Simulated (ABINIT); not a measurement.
Crystal: Te.

```
Te
1.0
     2.30590    1.33131    1.69095
    -2.30590    1.33131    1.69095
     0.00000   -2.66263    1.69095
Te
1
Direct
  0.50000 0.50000 0.50000
```

This isn't the form of Te at room conditions, which is trigonal, of chains.

Base run:

* Program: ABINIT 10.8.3 (patched build)
* Functional: LDA
* Potentials or basis: PseudoDojo NC SR LDA v0.4.1 standard
* Cutoff: 952 eV
* k mesh: 7 × 7 × 7
* Occupations: fermi-dirac, width 0.05 eV
* Spin: no spin polarisation

Its results: band gap on the k mesh none (metal or under the smearing width); pressure -1.6 GPa.

Problem. The run is repeated on the same cell with these changes: functional from LDA to PBEsol; potentials or basis from PseudoDojo NC SR LDA v0.4.1 standard to PseudoDojo NC SR PBEsol v0.4 stringent; cutoff from 952 eV to 1279 eV; valence electrons from 16 to 24. What comes out?

Solution. Band gap on the k mesh none (metal or under the smearing width); pressure -1.0 GPa.
